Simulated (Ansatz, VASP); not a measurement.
## One calculation of W, two programs

```
W
1.0
    -1.57172    1.57172    1.57172
     1.57172   -1.57172    1.57172
     1.57172    1.57172   -1.57172
W
1
Direct
  0.00000 0.00000 0.00000
```

Change from the starting cell: volume scaled by 0.98.

Alike in both runs: task single point; functional PBE; k mesh 12 × 12 × 12; occupations fermi-dirac, width 0.05 eV; no spin polarisation.

```csv
,VASP,Ansatz
version,VASP 6.6.1,Ansatz 0.2.0
potentials or method,"VASP PAW PBE potentials, release 64 (W_sv), cutoff 520 eV","all-electron LAPW, scalar-relativistic"
```

VASP gave:

```
gap on the k mesh at the Fermi level (eV) : none
pressure (GPa)                            : 13.3
```

Q: Which values does Ansatz return?

A: gap on the k mesh at the Fermi level (eV): none; pressure (GPa): 12.6.

A gap of «none» marks a metal or a gap that the smearing closes. Ansatz ran all-electron here, so the differences hold the error of VASP's frozen core and of both bases.

Spin-orbit coupling is left out, which matters for the levels of W.
